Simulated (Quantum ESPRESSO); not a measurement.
Here is a Quantum ESPRESSO 7.5 calculation.

File pw.in:

```
&CONTROL
  calculation = 'scf'
  prefix = 'pwscf'
  outdir = './tmp'
  pseudo_dir = './pseudo'
  tprnfor = .true.
  tstress = .true.
  disk_io = 'low'
/
&SYSTEM
  ibrav = 0
  nat = 2
  ntyp = 2
  ecutwfc = 80
  nbnd = 22
  occupations = 'smearing'
  smearing = 'fd'
  degauss = 0.00367493
/
&ELECTRONS
  conv_thr = 4d-10
  electron_maxstep = 120
  mixing_beta = 0.5
/
ATOMIC_SPECIES
Pb   207.2000 Pb.upf
Te   127.6000 Te.upf
CELL_PARAMETERS angstrom
   0.0000000000    3.2310000000    3.2310000000
   3.2310000000    0.0000000000    3.2310000000
   3.2310000000    3.2310000000    0.0000000000
ATOMIC_POSITIONS angstrom
Pb     0.0000000000    0.0000000000    0.0000000000
Te     3.2310000000    3.2310000000    3.2310000000
K_POINTS automatic
7 7 7 0 0 0
```

File bands.in:

```
&CONTROL
  calculation = 'bands'
  prefix = 'pwscf'
  outdir = './tmp'
  pseudo_dir = './pseudo'
  disk_io = 'low'
  verbosity = 'high'
/
&SYSTEM
  ibrav = 0
  nat = 2
  ntyp = 2
  ecutwfc = 80
  nbnd = 22
  occupations = 'smearing'
  smearing = 'fd'
  degauss = 0.00367493
/
&ELECTRONS
  conv_thr = 1d-08
  electron_maxstep = 120
  mixing_beta = 0.5
  diago_full_acc = .true.
/
ATOMIC_SPECIES
Pb   207.2000 Pb.upf
Te   127.6000 Te.upf
CELL_PARAMETERS angstrom
   0.0000000000    3.2310000000    3.2310000000
   3.2310000000    0.0000000000    3.2310000000
   3.2310000000    3.2310000000    0.0000000000
ATOMIC_POSITIONS angstrom
Pb     0.0000000000    0.0000000000    0.0000000000
Te     3.2310000000    3.2310000000    3.2310000000
K_POINTS crystal
60
 0.0000000000  0.0000000000  0.0000000000 1
 0.0625000000  0.0000000000  0.0625000000 1
 0.1250000000  0.0000000000  0.1250000000 1
 0.1875000000  0.0000000000  0.1875000000 1
 0.2500000000  0.0000000000  0.2500000000 1
 0.3125000000  0.0000000000  0.3125000000 1
 0.3750000000  0.0000000000  0.3750000000 1
 0.4375000000  0.0000000000  0.4375000000 1
 0.5000000000  0.0000000000  0.5000000000 1
 0.5000000000  0.0625000000  0.5625000000 1
 0.5000000000  0.1250000000  0.6250000000 1
 0.5000000000  0.1875000000  0.6875000000 1
 0.5000000000  0.2500000000  0.7500000000 1
 0.4375000000  0.3125000000  0.7500000000 1
 0.3750000000  0.3750000000  0.7500000000 1
 0.3375000000  0.3375000000  0.6750000000 1
 0.3000000000  0.3000000000  0.6000000000 1
 0.2625000000  0.2625000000  0.5250000000 1
 0.2250000000  0.2250000000  0.4500000000 1
 0.1875000000  0.1875000000  0.3750000000 1
 0.1500000000  0.1500000000  0.3000000000 1
 0.1125000000  0.1125000000  0.2250000000 1
 0.0750000000  0.0750000000  0.1500000000 1
 0.0375000000  0.0375000000  0.0750000000 1
 0.0000000000  0.0000000000  0.0000000000 1
 0.0625000000  0.0625000000  0.0625000000 1
 0.1250000000  0.1250000000  0.1250000000 1
 0.1875000000  0.1875000000  0.1875000000 1
 0.2500000000  0.2500000000  0.2500000000 1
 0.3125000000  0.3125000000  0.3125000000 1
 0.3750000000  0.3750000000  0.3750000000 1
 0.4375000000  0.4375000000  0.4375000000 1
 0.5000000000  0.5000000000  0.5000000000 1
 0.5250000000  0.4500000000  0.5250000000 1
 0.5500000000  0.4000000000  0.5500000000 1
 0.5750000000  0.3500000000  0.5750000000 1
 0.6000000000  0.3000000000  0.6000000000 1
 0.6250000000  0.2500000000  0.6250000000 1
 0.5833333333  0.2500000000  0.6666666667 1
 0.5416666667  0.2500000000  0.7083333333 1
 0.5000000000  0.2500000000  0.7500000000 1
 0.5000000000  0.2857142857  0.7142857143 1
 0.5000000000  0.3214285714  0.6785714286 1
 0.5000000000  0.3571428571  0.6428571429 1
 0.5000000000  0.3928571429  0.6071428571 1
 0.5000000000  0.4285714286  0.5714285714 1
 0.5000000000  0.4642857143  0.5357142857 1
 0.5000000000  0.5000000000  0.5000000000 1
 0.4821428571  0.4821428571  0.5357142857 1
 0.4642857143  0.4642857143  0.5714285714 1
 0.4464285714  0.4464285714  0.6071428571 1
 0.4285714286  0.4285714286  0.6428571429 1
 0.4107142857  0.4107142857  0.6785714286 1
 0.3928571429  0.3928571429  0.7142857143 1
 0.3750000000  0.3750000000  0.7500000000 1
 0.6250000000  0.2500000000  0.6250000000 1
 0.5937500000  0.1875000000  0.5937500000 1
 0.5625000000  0.1250000000  0.5625000000 1
 0.5312500000  0.0625000000  0.5312500000 1
 0.5000000000  0.0000000000  0.5000000000 1
```

Potentials or basis: PseudoDojo 0.4.1 SR LDA standard.

The run is started by

```console
$ OMP_NUM_THREADS=1 pw.x -in pw.in > pw.out
$ OMP_NUM_THREADS=1 pw.x -in bands.in > bands.out
```

(1) What does it give for the band gap along the path?

(2) Estimate the pressure.

Results:

(1) 0.66 eV, direct.

(2) -1.7 GPa.

Caveat: this odd mesh misses L, where the gap lies, so gap, dielectric constants and Born charges aren't listed; spin-orbit coupling is left out, which moves the levels of the heavy elements.

**What was measured.**

From a printed reference work, monograph, for a bulk crystal of TePb at 4.2 K: band gap 0.19 eV (direct).

Against the measured gap of TePb, 0.19 eV (direct; 4.2 K; a printed reference work, monograph), the calculated 0.66 eV is off by +0.47 eV. Spin-orbit coupling on Pb, Te is left out. The value is that of LDA, without temperature or zero-point motion.
